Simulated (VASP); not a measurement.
# Cd (P6_3/mmc) in VASP: notebook

The runs below take Cd through relaxation of cell and atoms, with LDA, PBE.

Program: VASP 6.6.1. These are calculated values, not measurements. Logs are shortened: lines on timing, memory, paths and dates and some standing lists are left out, and cuts for length are marked.

**1. The structure**

The structure is hexagonal, space group P6_3/mmc (No. 194). The conventional cell has a = 2.979 Å, b = 2.979 Å, c = 5.618 Å, α = 90.00°, β = 90.00°, γ = 120.00°. Cd (site symmetry -6m2) is surrounded by 12 Cd at 2.98 to 3.29 Å.

**2. Relaxation of cell and atoms, LDA**

INCAR reads:

```
ALGO = Normal
EDIFF = 1E-6
EDIFFG = -0.01
ENCUT = 600
GGA = CA
IBRION = 2
ISIF = 3
ISMEAR = 1
LASPH = True
LCHARG = False
LREAL = False
LWAVE = False
NELM = 80
NSW = 90
PREC = Accurate
SIGMA = 0.1
```

KPOINTS reads:

```
k-points
0
Gamma
  18 18 8
```

POSCAR reads:

```
Cd
1.0
    2.9788700000      0.0000000000      0.0000000000
   -1.4894350000      2.5797770946      0.0000000000
    0.0000000000      0.0000000000      5.6176500000
Cd
2
Direct
    0.3333333333      0.6666666667      0.2500000000
    0.6666666667      0.3333333333      0.7500000000
```

Potentials or basis: VASP PAW LDA potentials, release 64 (Cd).

Started as:

```
> cat potpaw_LDA.64/Cd/POTCAR > POTCAR
> mpirun -np 1 vasp_std > vasp.out
```

OUTCAR:

```text
EDIFF = 1E-6
   EDIFFG = -0.01
   ENCUT = 600
   GGA = CA
   IBRION = 2
   ISIF = 3
   ISMEAR = 1
   LASPH = True
   LREAL = False
   NELM = 80
   NSW = 90
   PREC = Accurate

 ion  position               nearest neighbor table
   1  0.333  0.667  0.250-   2 3.29   2 3.29   2 3.29   2 3.29   2 3.29   2 3.29
   2  0.667  0.333  0.750-   1 3.29   1 3.29   1 3.29   1 3.29   1 3.29   1 3.29

  LATTYP: Found a hexagonal cell.
 ALAT       =     2.9788700000
 C/A-ratio  =     1.8858325472

  Lattice vectors:

 A1 = (   2.9788700000,   0.0000000000,   0.0000000000)
 A2 = (  -1.4894350000,   2.5797770946,   0.0000000000)
 A3 = (   0.0000000000,   0.0000000000,   5.6176500000)

Analysis of symmetry for initial positions (statically):
=====================================================================
 Subroutine PRICEL returns:
 Original cell was already a primitive cell.

 Routine SETGRP: Setting up the symmetry group for a
 hexagonal supercell.

 Subroutine GETGRP returns: Found 24 space group operations
 (whereof 12 operations were pure point group operations)
 out of a pool of 24 trial point group operations.

The static configuration has the point symmetry D_3d.
 The point group associated with its full space group is D_6h.

Analysis of symmetry for dynamics (positions and initial velocities):
=====================================================================
 Subroutine PRICEL returns:
 Original cell was already a primitive cell.

 Routine SETGRP: Setting up the symmetry group for a
 hexagonal supercell.

 Subroutine GETGRP returns: Found 24 space group operations
 (whereof 12 operations were pure point group operations)
 out of a pool of 24 trial point group operations.

The dynamic configuration has the point symmetry D_3d.
 The point group associated with its full space group is D_6h.

 Subroutine INISYM returns: Found 24 space group operations
 (whereof 12 operations are pure point group operations),
 and found     1 'primitive' translations

----------------------------------------------------------------------------------------

                                     Primitive cell

  volume of cell :      43.1706

  direct lattice vectors                    reciprocal lattice vectors
[... 97 lines left out ...]
   PSTRESS=    0.0 pullay stress
   NELECT =      24.0000    total number of electrons
   NUPDOWN=      -1.0000    fix difference up-down
   EMIN   =  10.00;   EMAX   =-10.00  energy-range for DOS
   EFERMI =   0.00;   METHOD = LEGACY
   ISMEAR =     1;   SIGMA  =   0.10  broadening in eV -4-tet -1-fermi 0-gaus
   EFERMI_NEDOS =   21; number of points for ismear=-14 and -15
   IALGO  =     38    algorithm
   IMIX   =      4    mixing-type and parameters
     AMIX     =   0.40;   BMIX     =  1.00
     AMIX_MAG =   1.60;   BMIX_MAG =  1.00
  volume/ion in A,a.u.               =      21.59       145.66
  Fermi-wavevector in a.u.,A,eV,Ry     =   1.346116  2.543790 24.654136  1.812028
  Thomas-Fermi vector in A             =   2.473974
   LORBIT       =      0    0 simple, 1 ext, 2 COOP (PROOUT), +10 PAW based schemes
   GGA     = CA    functional components
   LHFCALC =     F    Hartree Fock is set to
   AEXX    =    0.0000 exact exchange contribution
   IVDW    =     0    specifies the selected vdW correction
   LEPSILON=     F    determine dielectric tensor
   LRPA    =     F    only Hartree local field effects (RPA)
 conjugate gradient relaxation of ions
 non-spin polarized calculation
 Methfessel and Paxton  Order N= 1 SIGMA  =   0.10
  energy-cutoff  :      600.00
  volume of cell :       43.17
 maximum number of plane-waves:      1460
 NGX is ok and might be reduce to    24
   NGX = 11   NGY = 11   NGZ = 23

--------------------------------------- Ionic step        1  -------------------------------------------

 number of electron      24.0000000 magnetization

 Free energy of the ion-electron system (eV)
  ---------------------------------------------------
  ext. energy  EPLUGINS =         0.00000000
  ---------------------------------------------------
  free energy    TOTEN  =        -3.00530144 eV

  energy without entropy =       -3.00534463  energy(sigma->0) =       -3.00531583

------------------------ aborting loop because EDIFF is reached ----------------------------------------

  FORCE on cell =-STRESS in cart. coord.  units (eV):
  Direction    XX          YY          ZZ          XY          YZ          ZX
  --------------------------------------------------------------------------------------
  -------------------------------------------------------------------------------------
  Total       -1.2308293     -1.2308293     -0.8147107      0.0000000     -0.0000000      0.0000000
  in kB      -45.6793584    -45.6793584    -30.2360862      0.0000000     -0.0000000      0.0000000
  external PRESSURE =     -40.5316010 kB  Pullay stress =       0.0000000 kB
[... 59 lines left out ...]
--------------------------------------- Ionic step        3  -------------------------------------------

 number of electron      24.0000002 magnetization

 Free energy of the ion-electron system (eV)
  ---------------------------------------------------
  ext. energy  EPLUGINS =         0.00000000
  ---------------------------------------------------
  free energy    TOTEN  =        -3.04398167 eV

  energy without entropy =       -3.04395034  energy(sigma->0) =       -3.04397122

 E-fermi :   3.3144     XC(G=0): -11.7164

 val. band max:        3.2972656562   @ k =   0.0556   0.0000   0.2500
 cond. band min:       3.3160099316   @ k =   0.2222   0.0556   0.1250
 fundamental gap:      0.0187442753
 Fermi energy:         3.3144431352

 k-point     1 :       0.0000    0.0000    0.0000
  band No.  band energies     occupation
      1      -6.9529      2.00000
      2      -6.6798      2.00000
      3      -6.1780      2.00000
      4      -6.1780      2.00000
      5      -6.1203      2.00000
      6      -6.1203      2.00000
[... 433 lines left out ...]
      3      -6.6093      2.00000
      4      -6.0944      2.00000
      5      -5.9112      2.00000
      6      -5.8059      2.00000
[... 8 lines left out ...]
     15       7.8893      0.00000
     16       9.5547      0.00000

 [... further k-points ...]

------------------------ aborting loop because EDIFF is reached ----------------------------------------

  FORCE on cell =-STRESS in cart. coord.  units (eV):
  Direction    XX          YY          ZZ          XY          YZ          ZX
  --------------------------------------------------------------------------------------
  -------------------------------------------------------------------------------------
  Total       -0.0008360     -0.0008360      0.0133745      0.0000000      0.0000000      0.0000000
  in kB       -0.0331066     -0.0331066      0.5296616      0.0000000      0.0000000      0.0000000
  external PRESSURE =       0.1544828 kB  Pullay stress =       0.0000000 kB
[... 17 lines left out ...]
  FREE ENERGIE OF THE ION-ELECTRON SYSTEM (eV)
  ---------------------------------------------------
  free  energy   TOTEN  =        -3.0439816682 eV

  energy  without entropy=       -3.0439503376  energy(sigma->0) =       -3.04397122

 reached required accuracy - stopping structural energy minimisation
```

Run time: 97 s. Hardware: 1 thread of Intel Xeon Platinum 8488C (Sapphire Rapids), shared host; peak memory 0.25 GiB.

Results:

- Free energy: -3.0440 eV
- Relaxed volume: 20.23 Å³/atom
- Relaxed cell: a = 2.907 Å, b = 2.907 Å, c = 5.528 Å, α = 90.00°, β = 90.00°, γ = 120.00°
- Space group after relaxing (to 0.05 Å): P6_3/mmc (No. 194)
- Energy gained by relaxing: 19.3 meV/atom
- Ionic steps: 3
- Pressure after relaxing: 0.0 GPa
- Band gap on the k mesh: none (metal or under the smearing width)

The path:
```tsv
step	energy change (eV)	largest force (eV/Å)	pressure (GPa)	volume (Å³)
1	0.0000	0.0000	-4.05	43.17
2	-0.0362	0.0000	1.26	39.85
3	-0.0387	0.0000	0.02	40.46
```

Final structure:
```yaml
crystal:
  lattice:
    - [2.90702, 0.00000, 0.00000]
    - [-1.45351, 2.51755, 0.00000]
    - [0.00000, 0.00000, 5.52796]
  atoms:
    - { symbol: Cd, position: [0.33333, 0.66667, 0.25000] }
    - { symbol: Cd, position: [0.66667, 0.33333, 0.75000] }
```

Levels at points of the mesh, in eV from the Fermi level:
| k point | band 9 | band 10 | band 11 | band 12 | band 13 | band 14 | band 15 | band 16 |
| --- | --- | --- | --- | --- | --- | --- | --- | --- |
| (0.00, 0.00, 0.00) | -8.86 | -8.58 | -8.58 | -3.47 | -3.20 | 10.58 | 14.80 | 15.31 |
| (0.50, 0.00, 0.00) | -8.27 | -8.24 | -2.60 | -1.94 | 1.93 | 2.97 | 3.35 | 5.40 |
| (0.00, 0.00, 0.50) | -8.70 | -8.70 | -7.86 | -7.86 | 3.66 | 3.66 | 15.13 | 15.13 |
| (0.50, 0.00, 0.50) | -8.26 | -8.26 | -1.81 | -1.81 | 0.15 | 0.15 | 8.17 | 8.17 |

**3. Relaxation of cell and atoms, LDA**

This run uses another cell than the first one, of 20.23 Å³/atom, 0.937 times its volume.

INCAR, as its differences from that of step 2:

```diff
@@ -1,4 +1,4 @@
 ALGO = Normal
-EDIFF = 1E-6
-EDIFFG = -0.01
+EDIFF = 1E-7
+EDIFFG = -0.005
 ENCUT = 600
```

KPOINTS is that of step 2.

POSCAR reads:

```
Cd                                      
1.0
    2.9070166532      0.0000000000      0.0000000000
   -1.4535083266      2.5175502709     -0.0000000000
    0.0000000000     -0.0000000000      5.5279575871
  Cd            
     2
Direct
     0.3333333332999970    0.6666666667000030    0.2500000000000000
     0.6666666667000030    0.3333333332999970    0.7500000000000000
```

Potentials or basis: VASP PAW LDA potentials, release 64 (Cd).

Started as:

```
> cat potpaw_LDA.64/Cd/POTCAR > POTCAR
> mpirun -np 1 vasp_std > vasp.out
```

Run time: 61 s. Hardware: 1 thread of Intel Xeon Platinum 8488C (Sapphire Rapids), shared host; peak memory 0.23 GiB.

The run converged. Its results:

```
Free energy                            : -3.0420 eV
Relaxed volume                         : 20.23 Å³/atom
Relaxed cell                           : a = 2.907 Å, b = 2.907 Å, c = 5.530 Å, α = 90.00°, β = 90.00°, γ = 120.00°
Space group after relaxing (to 0.05 Å) : P6_3/mmc (No. 194)
Energy gained by relaxing              : 0.0 meV/atom
Ionic steps                            : 2
Pressure after relaxing                : 0.0 GPa
Band gap on the k mesh                 : none (metal or under the smearing width)
```

Final structure:
```
CELL_PARAMETERS angstrom
2.90686 0.00000 0.00000
-1.45343 2.51742 0.00000
0.00000 0.00000 5.53024
ATOMIC_POSITIONS crystal
Cd 0.33333 0.66667 0.25000
Cd 0.66667 0.33333 0.75000
```

Levels at points of the mesh, in eV from the Fermi level:
```csv
k point,band 8,band 9,band 10,band 11,band 12,band 13,band 14,band 15,band 16
"(0.00, 0.00, 0.00)",-8.86,-8.86,-8.58,-8.58,-3.47,-3.21,10.57,14.81,15.30
"(0.50, 0.00, 0.00)",-8.62,-8.27,-8.24,-2.59,-1.93,1.93,2.98,3.34,5.40
"(0.00, 0.00, 0.50)",-8.70,-8.70,-8.70,-7.86,-7.86,3.65,3.65,15.13,15.13
"(0.50, 0.00, 0.50)",-8.60,-8.25,-8.25,-1.81,-1.81,0.15,0.15,8.17,8.17
```

(Continued in part 2 of 2.)
